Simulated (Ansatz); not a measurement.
# ZnSe: LAPW beside PAW, part 2 of 2

Aim: solve ZnSe at one geometry with all-electron LAPW, frozen-core PAW and datasets made for this crystal, and see where they agree.

Ansatz 0.2.0; DFT LDA; a database cell (COD). «Crystal datasets» are all-electron PAW datasets made for this crystal. Earlier steps stand in the parts before.

## Step 3: Frozen-core PAW

input.yaml

```yaml
crystal:
  lattice:
    - [0.0, 2.8338, 2.8338]
    - [2.8338, 0.0, 2.8338]
    - [2.8338, 2.8338, 0.0]
  atoms:
    - { symbol: Zn, position: [0.0, 0.0, 0.0] }
    - { symbol: Se, position: [0.75, 0.75, 0.75] }
kpoints:
  mp_grid: { grid: [8, 8, 8] }
  band_path:
    path:
      - [0.0, 0.0, 0.0]
      - [-0.5, -0.5, 0.0]
      - [-0.375, -0.375, 0.25]
      - [-0.375, 0.0, 0.375]
      - [0.0, 0.0, 0.0]
      - [0.0, 0.0, 0.5]
      - [-0.5, -0.25, 0.25]
      - [-0.5, -0.5, 0.0]
    npoints: 14
scf:
  occupations: { method: fermi_dirac, width: 0.03 }
hamiltonian:
  xc: lda
  pseudopotentials: { kind: paw }
output:
  forces: true
  stress: true
  eigenvalues: true
  efg: { contact_densities: true }
  populations: true
  bader: true
  dos: { projected: true, de: 0.2, e_range: [-14, 8] }
  write_density: true
  write_potential: true
  elf: true
  volumetric_format: npy
```

Started as:

```
> ansatz run input.yaml --threads 1 --pin off --max-ram 3072MiB --backend cpu --events-out ev --progress --plain --runs-dir out
```

What it wrote:

```text
Engine: ansatz 0.2.0
Pseudopotentials: kind: paw
Pseudopotential: Zn, paw, valence charge 12, recommended cutoff 420 eV (normal)
Pseudopotential: Se, paw, valence charge 16, recommended cutoff 420 eV (normal)
Functional definition: SPW92
  exchange = slater_x
  correlation = pw_c
Crystal: 2 atoms, lattice volume = 45.513 Å³
Basis set: ecut = 420 eV, 893 PW (Γ)
Bands: 18, of which v1, the nominal top of the filled ones, is band 14 counted from 1 (13 counted from 0)
Symmetry: 24 space group operations
Space group: F-43m (ITA 216), of the structure as read, at distance tolerance 3.6e-5 Å
k-points: 29 of 512 (time reversal used)
Non-local potential: Zn, projectors of the file, l = 0: 2, l = 1: 2, l = 2: 3, l = 3: 1
Non-local potential: Se, projectors of the file, l = 0: 2, l = 1: 2, l = 2: 3, l = 3: 1
PAW form: soft (Blöchl's): semilocal exchange-correlation on the pseudo side does not see the compensation charge
PAW frozen core: Zn, regenerated for the run's functional, and the local potential with it (the file was generated under x = pbe(κ = 0.804, μ = 0.2195149727645171), c = pbe(β = 0.06672455060314922))
PAW frozen core: Se, regenerated for the run's functional, and the local potential with it (the file was generated under x = pbe(κ = 0.804, μ = 0.2195149727645171), c = pbe(β = 0.06672455060314922))
PAW one-centre angular grid: Zn, 590 points (default); XC on 64 Gauss nodes
PAW one-centre angular grid: Se, 590 points (default); XC on 64 Gauss nodes
Initial density: superposition of atomic densities (neutral atoms: chi_scale 0, normalization atom), corrected by the library's trained network
Initial wavefunctions: pseudopotential atomic-orbital guess
Functional: x = slater, c = lda
SCF iter   1: F=—  HF=-8630.826464 eV  |F-HF|=—  |Δ(HF+E_count)|=         —  Δρ=5.35e-3  dr2=7.94e-3  ethr=1.77e-3  ⟨swp⟩=6.0  Hψ=2639  notcnv=0
preconditioner: auto → none  [insulator: Δε(μ)=0.994 eV  Ē_g=11.850 eV  σ=0.030 eV  W_gap=1.00  n_scr=14 (ndim 8)  ℏωp=23.4 eV  f_vac=0.121  D(μ)=0.00/eV (n_scr^D=0)  ε∞_Penn≈4.9]
SCF iter   2: F=—  HF=-8630.824059 eV  |F-HF|=—  |Δ(HF+E_count)|=   2.40e-3  Δρ=2.04e-3  dr2=8.91e-4  ethr=2.83e-5  ⟨swp⟩=2.0  Hψ=1102  notcnv=0
SCF iter   3: F=—  HF=-8630.823963 eV  |F-HF|=—  |Δ(HF+E_count)|=   9.60e-5  Δρ=1.36e-3  dr2=3.68e-4  ethr=3.18e-6  ⟨swp⟩=2.0  Hψ=766  notcnv=0
SCF iter   4: F=—  HF=-8630.823877 eV  |F-HF|=—  |Δ(HF+E_count)|=   8.58e-5  Δρ=2.83e-4  dr2=3.47e-5  ethr=1.32e-6  ⟨swp⟩=2.0  Hψ=753  notcnv=0
SCF iter   5: F=—  HF=-8630.823861 eV  |F-HF|=—  |Δ(HF+E_count)|=   1.65e-5  Δρ=1.99e-5  dr2=2.04e-7  ethr=1.24e-7  ⟨swp⟩=2.0  Hψ=754  notcnv=0
SCF iter   6: F=-8630.823861 eV  HF=-8630.823861 eV  |F-HF|=5.60e-9  |Δ(HF+E_count)|=   5.37e-8  Δρ=4.18e-6  dr2=4.65e-9  ethr=3.57e-10  ⟨swp⟩=8.9  Hψ=3682  notcnv=0
SCF 1 converged in 6 iterations: F = -8630.823861 eV  dr2 = 4.65e-9
NSCF: frozen V_eff on 99 k-points
SCF converged after 6 iterations
Free energy (F): -8630.823861 eV
Harris-Foulkes:  -8630.823861 eV  (|F-HF|=5.60e-9)
Internal energy: -8630.823861 eV  (E = F + TS)
E sigma→0 (E₀):  -8630.823861 eV
Fermi energy:    6.986712 eV
--- Per-component energies (eV) ---
  E_band       = -394.139666
  E_kinetic    = 250.781311
  E_local      = -4403.702148  (includes V_loc(G=0)·N_el)
  E_nonlocal   = 27.811622
  E_hartree    = 2033.934443
  E_xc         = -238.921473
  E_vxc        = -151.798083  (∫ρ·V_xc dr)
  E_paw        = -3583.558378  (= ΣΔE_a)
  E_vpaw       = -185.104043  (= ΣTr[D̂ρ^β])
  E_aug_tail   = -0.000897  (compensation charges beyond the density's cutoff)
  E_ewald      = -2720.942845
  E_core_change = 3.774504  (= ΣΔE_core)
  E_smearing   = -0.000000  (= −TS)
  E_closure    = -0.000000  (closes the sum)
  Σ components = -8630.823861   (vs F -8630.823861, Δ=0.00e0)
--- Forces (eV/Å), atoms counted from 1 ---
  atom   1  Zn    -0.00000000    -0.00000000    -0.00000000
  atom   2  Se     0.00000000     0.00000000     0.00000000
  max |Σ_I F_I| component: 1.57e-16 eV/Å
--- Stress (GPa, compression-positive) ---
       -3.395218      -0.000000      -0.000000
       -0.000000      -3.395218       0.000000
       -0.000000       0.000000      -3.395218
  P = ⅓ Tr σ = -3.3952 GPa (-33.952 kbar)
--- PAW observables at the nuclei: V_zz in 10²¹ V/m², potentials from the cell's mean, atoms counted from 1 ---
  atom   1  Zn V_zz =    -0.000000   η = 0.0000   by run symmetry: forbidden
            electrostatic potential = -3941.832959 V   contact ρ = 165744.674589 e/Å³
  atom   2  Se V_zz =    +0.000000   η = 0.0000   by run symmetry: forbidden
            electrostatic potential = -4709.347014 V   contact ρ = 261619.250618 e/Å³
--- Band table (eV; the first three rows and the last of 29) ---
  k-point 0: bands = ["-40.5977", "-40.5977", "-40.5977", "-40.5931", "-40.5931", "-6.8665", "-0.2042", "-0.2042", "-0.2042", "0.1559", "0.1559", "6.4538", "6.4538", "6.4538", "7.4856", "12.1702", "12.1702", "12.1702"]
  k-point 1: bands = ["-40.5976", "-40.5976", "-40.5976", "-40.5931", "-40.5931", "-6.7657", "-0.1973", "-0.1886", "-0.1886", "0.1545", "0.1545", "5.0707", "6.3003", "6.3003", "8.5333", "12.0802", "12.4244", "12.4244"]
  k-point 2: bands = ["-40.5976", "-40.5976", "-40.5976", "-40.5931", "-40.5931", "-6.5041", "-0.1544", "-0.1544", "-0.1416", "0.1559", "0.1559", "3.3368", "5.9731", "5.9731", "9.0120", "12.8032", "12.8032", "12.8548"]
  k-point 28: bands = ["-40.5976", "-40.5975", "-40.5973", "-40.5931", "-40.5930", "-5.8042", "-0.0884", "-0.0036", "0.1259", "0.1263", "0.4567", "1.7071", "3.6551", "3.7583", "11.8004", "11.8981", "13.2622", "14.0196"]
--- Löwdin populations: 2 sites ---
  site symbol       q [e]
     0     Zn     10.7810
     1     Se     17.0164
  spilling = 0.007238 (of n_electrons = 28.000000)
--- Bader charges: 2 sites ---
  site symbol  charge [e]  shift [e]
     0     Zn      0.6764     0.0003
     1     Se     -0.6764     0.0003
  estimated error of the sums over rays = 3.0e-4 e
```

It took 16 s on 1 thread of Intel Xeon 6975P-C (Granite Rapids), shared host; peak memory 0.4 GiB.

Result: pressure -3.40 GPa; gap 1.03 eV, direct at Γ.

```csv
atom,Bader charge (e),basin volume (Å³)
Zn1,+0.68,15.70
Se2,-0.68,29.82
```

The fields are shown in the conventional cell of this run's space group, carried over from its grid by interpolation.

Density in a lattice plane of the grid's cell (edges 5.67 and 5.67 Å, at 0.000 of the third edge), which holds Zn.

Ten even steps from ' ' (0.02 e/Å³) to '@' (45.94 e/Å³):
```
==::                                          ::
                                                
                                                
                                                
                                                
                                                
                                                
                                                
                      ::==::                    
                    ..++@@++..                  
                      ::==::                    
                                                
                                                
                                                
                                                
                                                
                                                
                                                
==::                                          ::
@@++..                                      ..++
```
Columns run along the first of these edges and rows up along the second, over one cell in 24 and 20 even steps from the bottom left corner. Atoms in the plane (fractional): Zn at (0.00, 0.00), Zn at (0.50, 0.50).

ELF in the same plane.

Ten even steps from ' ' (0.00) to '@' (0.53):
```
    ..::------::..              ..::------::..  
....::----======--....      ....--======----::..
--------++**##**++--::..  ..::--++**##**++------
------++##%%@@%%##++--::..::--++##%%@@@@##++----
::--==**%%@@@@@@%%**==--::--==**%%@@@@@@%%**==--
..::--++##%%@@%%##++----------++##@@@@%%##++--::
  ..::--++**##**++--------------++**##**++--::..
    ....--======----::......::----======--....  
        ..::------::..      ..::------::..      
        ....::----::          ::----::....      
        ..::------::..      ..::------::..      
    ....--======----::......::----======--....  
  ..::--++**##**++--------------++**##**++--::..
..::--++##%%@@@@##++----------++##%%@@%%##++--::
::--==**%%@@@@@@%%**==--::--==**%%@@@@@@%%**==--
------++##@@@@%%##++--::..::--++##%%@@%%##++----
--------++**##**++--::..  ..::--++**##**++------
....::----======--....      ....--======----::..
    ..::------::..              ..::------::..  
      ::----::....              ....::----::    
```
Columns run along the first of these edges and rows up along the second, over one cell in 24 and 20 even steps from the bottom left corner. Atoms in the plane (fractional): Zn at (0.00, 0.00), Zn at (0.50, 0.50).

Both are smooth fields of the valence electrons: close to the nuclei they are not physical.

Outside the cores ELF peaks at 0.83 in the shell around Se, 0.8 Å from Se.

## Step 4: Datasets made for this crystal

Edit input.yaml of step 3 so:

```diff
@@ -20,3 +20,3 @@
       - [-0.5, -0.5, 0.0]
-    npoints: 14
+    npoints: 8
 scf:
@@ -25,3 +25,3 @@
   xc: lda
-  pseudopotentials: { kind: paw }
+  pseudopotentials: { kind: all_electron, datasets: crystal }
 output:
@@ -31,8 +31 @@
   efg: { contact_densities: true }
-  populations: true
-  bader: true
-  dos: { projected: true, de: 0.2, e_range: [-14, 8] }
-  write_density: true
-  write_potential: true
-  elf: true
-  volumetric_format: npy
```

Started as:

```
> ansatz run input.yaml --threads 1 --pin off --max-ram 3072MiB --backend cpu --events-out ev --progress --plain --runs-dir out
```

What it wrote, shortened:

```text
[...]
[... 1 set-up line as earlier in the session ...]
Pseudopotential: Zn, paw, valence charge 12, recommended cutoff 220 eV (normal), Koelling and Harmon's equation, gaussian nucleus
Pseudopotential: Se, paw, valence charge 16, recommended cutoff 220 eV (normal), Koelling and Harmon's equation, gaussian nucleus
[... 1 set-up line as earlier in the session ...]
[...]
Crystal: 2 atoms, lattice volume = 45.513 Å³
Basis set: ecut = 220 eV, 331 PW (Γ)
Bands: 13, of which v1, the nominal top of the filled ones, is band 9 counted from 1 (8 counted from 0)
[... 2 set-up lines as earlier in the session ...]
k-points: 29 of 512 (time reversal used)
[...]
SCF iter   1: F=—  HF=-114841.925951 eV  |F-HF|=—  |Δ(HF+E_count)|=         —  Δρ=3.35e-2  dr2=8.02e-1  ethr=4.54e-3  ⟨swp⟩=3.0  Hψ=2205  notcnv=0
[...]
  atom   1  Zn    -0.00000000    -0.00000000     0.00000000
  atom   2  Se     0.00000000     0.00000000    -0.00000000
[...]
--- Stress (GPa, compression-positive) ---
       -3.377598      -0.000000      -0.000000
        0.000000      -3.377598       0.000000
       -0.000000       0.000000      -3.377598
  P = ⅓ Tr σ = -3.3776 GPa (-33.776 kbar)
  It holds what live shells' own plane waves past their cutoff add
--- PAW observables at the nuclei: V_zz in 10²¹ V/m², potentials from the cell's mean, atoms counted from 1 ---
  atom   1  Zn V_zz =    -0.000000   η = 0.0000   by run symmetry: forbidden
            electrostatic potential = -3938.370050 V   contact ρ = 165813.183570 e/Å³
  atom   2  Se V_zz =    -0.000000   η = 0.0000   by run symmetry: forbidden
            electrostatic potential = -4705.832454 V   contact ρ = 261684.985799 e/Å³
--- Band table (eV; the first three rows and the last of 29) ---
  k-point 0: bands = ["-5.5940", "1.0703", "1.0703", "1.0703", "1.4309", "1.4309", "7.7263", "7.7263", "7.7263", "8.7583", "13.4436"]
[...]
```

It took 8.4 s on 1 thread of Intel Xeon 6975P-C (Granite Rapids), shared host; peak memory 0.52 GiB.

In short: pressure -3.38 GPa; gap 1.03 eV, direct at Γ.

| atom | contact density (e/Å³) |
| --- | --- |
| Zn1 | 165813.2 |
| Se2 | 261685 |

## Step 5: The methods compared

Highest filled and lowest empty level at the labelled points (eV from each run's valence-band top):

| point | LAPW top | LAPW bottom | PAW top | PAW bottom | crystal datasets top | crystal datasets bottom |
| --- | --- | --- | --- | --- | --- | --- |
| Γ | 0.00 | 1.03 | 0.00 | 1.03 | 0.00 | 1.03 |
| X | -2.20 | 2.81 | -2.20 | 2.81 | -2.20 | 2.81 |
| U | -1.80 | 3.43 | -1.81 | 3.43 | -1.80 | 3.43 |
| K | -1.80 | 3.43 | -1.81 | 3.43 | -1.80 | 3.43 |
| Γ | 0.00 | 1.03 | 0.00 | 1.03 | 0.00 | 1.03 |
| L | -0.87 | 2.35 | -0.87 | 2.35 | -0.87 | 2.35 |
| W | -2.69 | 5.35 | -2.70 | 5.35 | -2.69 | 5.35 |
| X | -2.20 | 2.81 | -2.20 | 2.81 | -2.20 | 2.81 |

```
          method  pressure (GPa)  gap (eV)  SCF cycles, all passes
            LAPW           -3.38      1.03                       7
             PAW           -3.40      1.03                       6
crystal datasets           -3.38      1.03                       9
```

## Step 6: What came out

What follows sums up all 2 parts.

```
           quantity                                              value
           pressure  LAPW -3.38, PAW -3.40, crystal datasets -3.38 GPa
         gap (LAPW)                               1.03 eV, direct at Γ
Bader charges (PAW)                             Zn1 +0.68, Se2 -0.68 e
  highest ELF (PAW)                               0.83, 0.82 Å from Se
```

At this geometry the cell is under tension of 3.4 GPa, so it would shrink if let go. A gap opens: 1.03 eV, direct at Γ. It is the Kohn-Sham gap of a semilocal functional, which mostly lies below the gap found in experiment. A measured gap of ZnSe is 2.695 eV (an exciton energy, a little under the gap; 300 K; “Alloy Disordering Effects on the Thermal Conductivity and Energy Gap Temperature Dependence of Cd1−xZnxSe Ternary Crystals Grown by the Bridgman Method”, 2023, pmc:10253836); the calculated 1.03 eV misses it by -61.7 %. So large a miss can be the level of theory's own, or it may mean another phase, state or a wrong row. Semilocal functionals fall short of gaps. The calculation has no temperature and no excitons, and leaves out spin-orbit coupling. The top eV of the valence band is mostly Se 4p (93 % of the projected weight). The projection holds only the free atom's occupied shells (Zn 4s, Zn 3d, Se 4s, Se 4p in this range). In pressure, PAW differs from LAPW by -0.02 GPa and less than 0.01 eV in the gap.
